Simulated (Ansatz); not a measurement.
A run of Ansatz 0.2.0 is set up as follows.

input.yaml

```yaml
crystal:
  lattice:
    - [1.502512, -5.426016, 0.0]
    - [1.502512, 5.426016, 0.0]
    - [0.0, 0.0, 4.340178]
  atoms:
    - { symbol: Si, position: [0.570638, 0.429362, 0.75] }
    - { symbol: Si, position: [0.429362, 0.570638, 0.25] }
    - { symbol: Mg, position: [0.168381, 0.831619, 0.25] }
    - { symbol: Mg, position: [0.831619, 0.168381, 0.75] }
hamiltonian:
  xc: pbesol
  pseudopotentials: { kind: paw }
kpoints:
  mp_grid: { grid: [9, 9, 6] }
scf:
  occupations: { method: fermi_dirac, width: 0.05 }
output:
  forces: true
  stress: true
  eigenvalues: true
```

Potentials or basis: Ansatz PAW.

Launch:

```sh
$ ansatz run input.yaml --threads 2 --pin off --max-ram 5632MiB --backend cpu --events-out ev --progress --plain --runs-dir out
```

Q: What does it give for the pressure?

A: -1.4 GPa.

Q: Estimate the largest force.

A: 0.167 eV/Å.

Q: Estimate the band gap on the k mesh.

A: None (metal or under the smearing width).

Stress tensor (GPa, compression positive):
```
-2.06  0.00  0.00
 0.00 -1.51  0.00
 0.00  0.00 -0.66
```

Caveat: the PAW data sets come from PBE, with cores solved anew for the run's functional, which leaves a small shift of forces and pressure.
